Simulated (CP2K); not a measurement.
# CdO (Monteponite) under changes of volume

One of the cells (12.970 Å³/atom); the others are scaled copies at fixed shape and fractional positions:

```
Cd O
1.0
     3.32269    0.00000    0.00000
     1.66135    2.87754    0.00000
     1.66135    0.95918    2.71297
Cd O
1 1
Cartesian
  0.0000 0.0000 0.0000
  3.3227 1.9184 1.3565
```

* Program: CP2K 2026.2
* Functional: LDA
* Potentials or basis: GTH_POTENTIALS Cd GTH-PADE-q12, O GTH-PADE-q6; TZVP-MOLOPT-PBE-GTH basis
* Density cutoff: 8163 eV
* k mesh: 10 × 10 × 10
* Occupations: fermi-dirac, width 0.05 eV
* Spin: no spin polarisation

| volume (Å³/atom) | energy over the lowest point (meV/atom) | pressure (GPa) |
| --- | --- | --- |
| 12.191 | ? | ? |
| 12.451 | 0.96 | 2.3 |
| 12.710 | 0.00 | -1.1 |
| 12.970 | 4.18 | -4.0 |
| 13.229 | 12.91 | -6.7 |
| 13.488 | 25.67 | -9.0 |
| 13.748 | 42.02 | -11.1 |

Problem. What does the run at 12.191 Å³/atom give?

Solution. Energy over the lowest point 7.65 meV/atom; pressure 6.1 GPa.

Worked out: A Birch-Murnaghan fit of order 3 (a polynomial in V^(-2/3)) to the other rows has its minimum at 12.63 Å³/atom with B0 = V·E''(V) = 161 GPa and B' = 5.0. It gives 7.78 meV/atom at 12.191 Å³/atom, against the run's 7.65, and -dE/dV = 6.2 GPa, against 6.1.

Energies are extrapolated to zero smearing.

Caveats: the basis of atomic orbitals isn't converged, which shifts pressures, moduli and gaps.
